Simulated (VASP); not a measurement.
Ti2O:

```
Ti O
1.0
     2.91940    0.00000    0.00000
    -1.45970    2.52827    0.00000
     0.00000    0.00000    4.71300
Ti O
2 1
Direct
  0.33333 0.66667 0.72126
  0.66667 0.33333 0.27874
  0.00000 0.00000 0.00000
```

- Program: VASP 6.6.1
- Task: relaxation of cell and atoms
- Functional: PBEsol
- Potentials or basis: VASP PAW PBE potentials, release 64 (Ti_sv, O)
- Cutoff: 600 eV
- k mesh: 8 × 8 × 6
- Occupations: fermi-dirac, width 0.05 eV
- Spin: no spin polarisation

At the start: pressure 4.6 GPa; volume 11.60 Å³/atom.

Task: How do energy, volume and symmetry change on relaxing?

Result: Over 6 steps the energy falls by 33.0 meV/atom and the volume is 11.90 Å³/atom (+2.6 %); space group P-3m1 (No. 164, to 0.05 Å).

Step by step:
| step | energy change (eV) | largest force (eV/Å) | pressure (GPa) | volume (Å³) |
| --- | --- | --- | --- | --- |
| 1 | 0.0000 | 1.2834 | 4.57 | 34.79 |
| 2 | -0.0737 | 0.0850 | -4.19 | 36.48 |
| 3 | -0.0800 | 0.2832 | -2.52 | 36.08 |
| 4 | -0.0937 | 0.0044 | 1.72 | 35.39 |
| 5 | -0.0937 | 0.0276 | 1.50 | 35.44 |
| 6 | -0.0991 | 0.0070 | 0.21 | 35.69 |

Final structure:
```yaml
crystal:
  lattice:
    - [2.95513, 0.00000, 0.00000]
    - [-1.47757, 2.55922, 0.00000]
    - [0.00000, 0.00000, 4.71933]
  atoms:
    - { symbol: Ti, position: [0.33333, 0.66667, 0.73782] }
    - { symbol: Ti, position: [0.66667, 0.33333, 0.26218] }
    - { symbol: O, position: [0.00000, 0.00000, 0.00000] }
```

Caveat: the PAW data sets were made with another functional, which shifts forces and pressure a little.
